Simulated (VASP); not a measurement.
Input of a VASP 6.6.1 run:

INCAR

```
SYSTEM = H
  ALGO = Normal
  EDIFF = 1E-6
  ENCUT = 520
  GGA = PE
  ISIF = 2
  ISMEAR = 0
  LASPH = .True.
  LCHARG = .False.
  LREAL = .False.
  LWAVE = .False.
  NBANDS = 10
  NELM = 60
  PREC = Accurate
  SIGMA = 0.02
```

KPOINTS

```
k-points
0
Gamma
  6 6 6
  0 0 0
```

File POSCAR:

```
H
1.0
    3.5613996778      0.0000000000      0.0000000000
    0.0000000000      3.5613996778      0.0000000000
    0.0000000000      0.0000000000      4.8164539190
H
4
Direct
    0.0000000000      0.0000000000      0.9220742633
    0.0000000000      0.0000000000      0.0779257367
    0.5000000000      0.5000000000      0.4220742633
    0.5000000000      0.5000000000      0.5779257367
```

Potentials or basis: VASP PAW PBE potentials, release 64 (H).

Launch:

```bash
$ cat potpaw_PBE.64/H/POTCAR > POTCAR
$ mpirun -np 1 vasp_std > vasp.out
```

Estimate the pressure.

-0.1 GPa.

Estimate the band gap on the k mesh.

9.38 eV.

Forces in eV/Å, atoms in the order of the input:
```
H    0.000  0.000  0.011
H    0.000  0.000 -0.011
H    0.000  0.000  0.011
H    0.000  0.000 -0.011
```

A k mesh can miss the band edges. PBE gaps usually lie below the measured ones, often by a third to a half.
